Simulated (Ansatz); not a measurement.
# Gallium, diamond under PBE: structure, energy and stiffness

The plan for gallium in the diamond structure: relax it, solve it on a dense k-mesh, switch on spin-orbit coupling, then scale the cell to 7 volumes from 88 to 112 % of the relaxed one and try a fit of the equation of state. The k-meshes are 9×9×9 for the relaxation; 15×15×15 for the dense run; 9×9×9 for spin-orbit coupling; 15×15×15 for the volumes.

Program: Ansatz 0.2.0. Level of theory: DFT PBE, plane waves (420 eV) with PAW, scalar-relativistic. These are calculated values, not measurements.

**1. Starting point**

Symmetry: Fd-3m, No. 227, cubic system. The conventional cell has a = 5.959 Å, b = 5.959 Å, c = 5.959 Å, α = 90.00°, β = 90.00°, γ = 90.00°. Around Ga (site symmetry -43m) lie 4 Ga at 2.58 Å.

Structure file:

```cif
data_structure
_symmetry_space_group_name_H-M 'Fd-3m:1'
_symmetry_Int_Tables_number 227
_cell_length_a 5.9592
_cell_length_b 5.9592
_cell_length_c 5.9592
_cell_angle_alpha 90.000
_cell_angle_beta 90.000
_cell_angle_gamma 90.000
_cell_volume 211.63
loop_
_atom_site_label
_atom_site_type_symbol
_atom_site_symmetry_multiplicity
_atom_site_Wyckoff_symbol
_atom_site_fract_x
_atom_site_fract_y
_atom_site_fract_z
_atom_site_occupancy
Ga1 Ga 8 b 0.75000 0.75000 0.75000 1
```

**2. Geometry optimisation**

input.yaml

```yaml
crystal:
  lattice:
    - [0.0, 2.9796103622, 2.9796103622]
    - [2.9796103622, 0.0, 2.9796103622]
    - [2.9796103622, 2.9796103622, 0.0]
  atoms:
    - { symbol: Ga, position: [0.125, 0.125, 0.125] }
    - { symbol: Ga, position: [0.875, 0.875, 0.875] }
hamiltonian:
  xc: pbe
  pseudopotentials:
    kind: paw
    azcp:
      Ga: "pseudopotentials/Ga.paw.azcp"
basis:
  ecutwfc: 420
  fft_grid_basis: typed
kpoints:
  mp_grid: { grid: [9, 9, 9], shift: [0, 0, 0] }
magnetization:
  spin_polarized: false
scf:
  occupations: { method: fermi_dirac, width: 0.1 }
relax:
  max_steps: 60
  f_tol: 0.01
  cell: {}
```

Further steps of the session: Dense single point; A two-component run at the same geometry; Volume × 0.88; Volume × 0.92; Volume × 0.96; Volume × 1.0; Volume × 1.04; Volume × 1.08; Volume × 1.12.

Before running it: what results should come out? Wanted: space group; conventional cell; volume; shortest distance; gap on the mesh; relative to alpha-Ga; V₀, B₀, B₀′.

As calculated:

```
                      quantity                         value
space group (spins left aside)               Fd-3m (No. 227)
             conventional cell                   a = 5.881 Å
                        volume                25.428 Å³/atom
             shortest distance                       2.547 Å
               gap on the mesh  none (levels filled in part)
   relative to alpha-Ga (Cmce)                 +281 meV/atom
                   V₀, B₀, B₀′   25.403 Å³/atom, 35 GPa, 5.0
```

The relaxation shrank the cell by 3.9 % in volume. Against the reference form of gallium (alpha-Ga (Cmce), computed apart with the same settings) it stands 281 meV/atom higher, so it is far from stable. Levels at the Fermi energy are filled in part, as in a metal. The total energy of the spin-orbit run (on a coarser mesh) lies -79 meV/atom from the scalar one; mesh and treatment of the core enter this figure, so it is no spin-orbit energy. B₀ comes out at 35 GPa. Relaxation kept the symmetry; phonons were not checked.
